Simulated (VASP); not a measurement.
A run of VASP 6.6.1:

File INCAR:

```
ALGO = Normal
EDIFF = 1E-6
ENCUT = 520
GGA = PE
ISIF = 2
ISMEAR = -1
LASPH = True
LCHARG = True
LELF = True
LREAL = Auto
LVHAR = True
LWAVE = False
NBANDS = 98
NELM = 60
PREC = Accurate
SIGMA = 0.02
```

File KPOINTS:

```
k-points
0
Gamma
  1 1 1
```

The input POSCAR:

```
H2CO2
1.0
    8.2150030000      0.0000000000      0.0000000000
    0.0000000000      8.2150030000      0.0000000000
    0.0000000000      0.0000000000      8.2150030000
O C H
16 8 16
Direct
    0.1897747329     -0.0901277821      0.3224953174
    0.1462324481      0.1259646527      0.4921118105
    0.1114546154      0.7104440497      0.8377477160
    0.3592451518      0.5990381257      0.8972242615
    0.6065487742      0.8396345077      0.6032864504
    0.8466582422      0.8034567973      0.4670357394
    0.2391965042      0.3730491638      0.1247595406
    0.4858914842      0.2755811532      0.1661594037
    0.9034932793     -0.0282288394      0.8610587239
    1.1092387915      0.1054534003      0.9576868079
    0.4956419371      0.0832501218      0.8316247724
    0.6765791808      0.2428483593      0.7003771027
    0.9149235855      0.5937794545      0.1640291549
    0.6930855655      0.7627994780      0.1287157168
    0.8756661440      0.3317710292      0.4831769386
    1.0632497639      0.4932560585      0.6225438993
    0.2263419746      0.0406938378      0.3998416069
    0.2558976546      0.7010831280      0.9221542585
    0.7285694235      0.8867921290      0.4973583089
    0.3901641911      0.3844307787      0.1783565995
    0.9633715289      0.0948751936      0.9400118296
    0.5610344878      0.2304320522      0.7949723208
    0.7886424387      0.6687033468      0.0768228569
    1.0109795456      0.4195737969      0.5077417501
    0.0853681977     -0.1289591738      0.3604015726
    0.3564940877      0.0664637615      0.3693364446
    0.1075836491      0.6306023260      0.7498597383
    0.2678635662      0.7998171151      1.0149235490
    0.6321726237      0.7244306545      0.6286546700
    0.6945584804      1.0049296391      0.4454532762
    0.2225683910      0.2758124373      0.0528058237
    0.4013266946      0.5024222146      0.2611076344
    0.9942053582     -0.0953742804      0.8312108955
    0.8652583572      0.1647960445      1.0001335362
    0.5545463587     -0.0061351164      0.7764695886
    0.4785025642      0.3277539886      0.8623612189
    0.9237732476      0.6427751761      0.2695069010
    0.7864634986      0.6202554034     -0.0468046086
    0.8127446819      0.3162384725      0.5788433674
    1.0873641799      0.3967740487      0.3904441666
```

Potentials or basis: VASP PAW PBE potentials, release 64 (O, C, H).

Launch:

```console
$ cat potpaw_PBE.64/O/POTCAR potpaw_PBE.64/C/POTCAR potpaw_PBE.64/H/POTCAR > POTCAR
$ mpirun -np 1 vasp_gam > vasp.out
```

Hardware: 1 thread of AMD EPYC 7R43 64-Core Processor (Zen 3), on a shared host.

**Question.** How long does it take, and how much memory?

**Answer.** Wall time 3.3 min on 1 thread of AMD EPYC 7R43 64-Core Processor (Zen 3) (shared host), peak memory 0.49 GiB. Counts: scf iterations 17, k points 1.
